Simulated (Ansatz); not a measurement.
AlN in the zincblende structure was put through Ansatz (plane waves). The cell was relaxed with r2SCAN and then strained, so it isn't that functional's minimum.

The cell given to it:
```cif
data_structure
_symmetry_space_group_name_H-M 'P 1'
_symmetry_Int_Tables_number 1
_cell_length_a 3.1131
_cell_length_b 3.1131
_cell_length_c 3.0899
_cell_angle_alpha 60.247
_cell_angle_beta 60.247
_cell_angle_gamma 59.506
_cell_volume 21.17
loop_
_atom_site_label
_atom_site_type_symbol
_atom_site_fract_x
_atom_site_fract_y
_atom_site_fract_z
_atom_site_occupancy
Al1 Al 0.00000 0.00000 0.00000 1
N1 N 0.25000 0.25000 0.25000 1
```

What the program printed (shortened):
```
Pseudopotential: Al, paw, valence charge 3, recommended cutoff 420 eV (normal)
Pseudopotential: N, paw, valence charge 5, recommended cutoff 420 eV (normal)
Functional definition: PBE
Crystal: 2 atoms, lattice volume = 21.173 Å³
Basis set: ecut = 420 eV, 411 PW (Γ)
Bands: 8, of which v1, the nominal top of the filled ones, is band 4 counted from 1 (3 counted from 0)
Symmetry: 8 space group operations
Space group: I-4m2 (ITA 119)
k-points: 30 of 216 (time reversal used)
SCF 1 converged in 6 iterations: F = -924.207025 eV  dr2 = 3.58e-12
SCF converged after 6 iterations
Free energy (F): -924.207025 eV
Fermi energy:    6.828036 eV
--- G₀W₀: contour deformation, 6 samples at zero and on the imaginary axis and 3 off it, 216 q-points, 88 empty bands' worth ---
    ik  band        ε_KS         Σx   Σc(E_QP)       V_xc       Z   E_QP_lin       E_QP  E_QP is
     0     3      6.8280   -21.6548     3.1002   -17.6304  0.7766     5.8952     5.9039  root
     0     4      6.8280   -21.6548     3.1002   -17.6304  0.7766     5.8952     5.9039  root
     0     5     10.8496    -9.7959    -3.9064   -14.4039  0.8122    11.5547    11.5512  root
     0     6     19.2226    -6.4760    -5.2681   -12.7008  0.8030    20.1872    20.1793  root
     1     3      6.6435   -21.6469     3.1403   -17.5622  0.7760     5.6899     5.6991  root
     1     4      6.7082   -21.6517     3.1358   -17.5770  0.7760     5.7602     5.7693  root
     1     5     12.2801   -10.1132    -4.1054   -15.0065  0.8032    13.0730    13.0679  root
     1     6     18.3057    -6.8529    -5.2689   -13.0496  0.7950    19.2439    19.2335  root
     2     3      6.3856   -21.6501     3.2175   -17.4595  0.7746     5.4023     5.4125  root
     2     4      6.4913   -21.6697     3.2035   -17.5024  0.7748     5.5176     5.5275  root
     2     5     13.6718    -8.6710    -4.5273   -14.0245  0.8061    14.5046    14.4980  root
     2     6     17.0660    -7.4401    -5.4635   -13.7904  0.7669    17.9677    17.9528  root
     3     3      6.2684   -21.6589     3.2521   -17.4215  0.7740     5.2725     5.2831  root
     3     4      6.3924   -21.6861     3.2338   -17.4783  0.7743     5.4083     5.4186  root
     3     5     14.0329    -7.8761    -4.5205   -13.1937  0.8174    14.8356    14.8300  root
     3     6     16.5576    -7.5665    -5.6324   -14.0654  0.7547    17.4409    17.4240  root
     7     3      5.0369   -20.8448     3.4745   -16.2698  0.7675     3.9203     3.9366  root
     7     4      6.2664   -21.6098     3.2414   -17.3826  0.7741     5.2700     5.2806  root
     7     5     14.6953    -7.5993    -4.8670   -13.2636  0.7899    15.5006    15.4927  root
     7     6     15.4691    -7.0867    -4.7939   -12.6748  0.8081    16.2704    16.2633  root
     8     3      5.6420   -21.0448     3.3479   -16.6396  0.7714     4.5713     4.5848  root
     8     4      6.6505   -21.7453     3.1525   -17.6521  0.7757     5.7006     5.7098  root
     8     5     13.6336    -9.6857    -4.5149   -15.0729  0.7934    14.5138    14.5059  root
     8     6     17.4266    -6.2389    -5.2243   -12.2623  0.7913    18.2308    18.2256  root
     9     3      5.3895   -21.1905     3.4283   -16.6756  0.7699     4.2883     4.3030  root
     9     4      5.4049   -21.1854     3.4418   -16.6599  0.7693     4.3065     4.3212  root
     9     5     11.5956    -6.5330    -4.1049   -11.1693  0.8197    12.1293    12.1271  root
     9     6     16.0177    -6.0535    -4.6141   -11.4222  0.8267    16.7774    16.7723  root
    10     3      4.3052   -20.3412     3.5912   -15.5892  0.7630     3.1237     3.1446  root
    10     4      5.2910   -21.1884     3.4586   -16.6363  0.7690     4.1825     4.1976  root
    10     5     11.4440    -6.3923    -4.0532   -10.9558  0.8210    11.9563    11.9543  root
    10     6     16.2601    -6.6962    -4.7169   -12.2310  0.8161    17.0847    17.0780  root
    12     3      5.0128   -21.1140     3.5161   -16.4775  0.7675     3.8758     3.8924  root
    12     4      5.0178   -21.1158     3.5340   -16.4641  0.7668     3.8834     3.9002  root
    12     5     10.1003    -5.8146    -3.8632   -10.0878  0.8294    10.5115    10.5103  root
    12     6     15.2531    -6.0475    -4.4919   -11.2558  0.8305    15.9738    15.9695  root
  […]
```

The points are ik 0 = (0, 0, 0) (Γ), ik 1 = (0, 0, 1/6), ik 2 = (0, 0, 1/3), ik 3 = (0, 0, -1/2) (L), ik 7 = (0, 1/6, -1/3), ik 8 = (0, 1/6, -1/6), ik 9 = (0, 1/3, 1/3), ik 10 = (0, 1/3, -1/2), ik 12 = (0, -1/2, -1/2) (X), ik 13 = (1/6, 1/6, 0), ik 14 = (1/6, 1/6, 1/3), ik 15 = (1/6, 1/6, -1/2); band 4 is the last filled one.

Q: Which of these blocks stood in the input: relax, gw, phonons, dielectric, magnetization (spin_orbit)?

A: gw. The quasiparticle table needs the gw block.

Q: Which k mesh was typed?

A: 6×6×6, Γ-centred.

Q: How were the bands filled?

A: Fixed occupations.

Command: `ansatz run input.yaml --threads 2 --pin off --max-ram 2211MiB --backend cpu --events-out ev --progress --plain --runs-dir out`.

No spin polarisation and no zero-point or thermal motion.
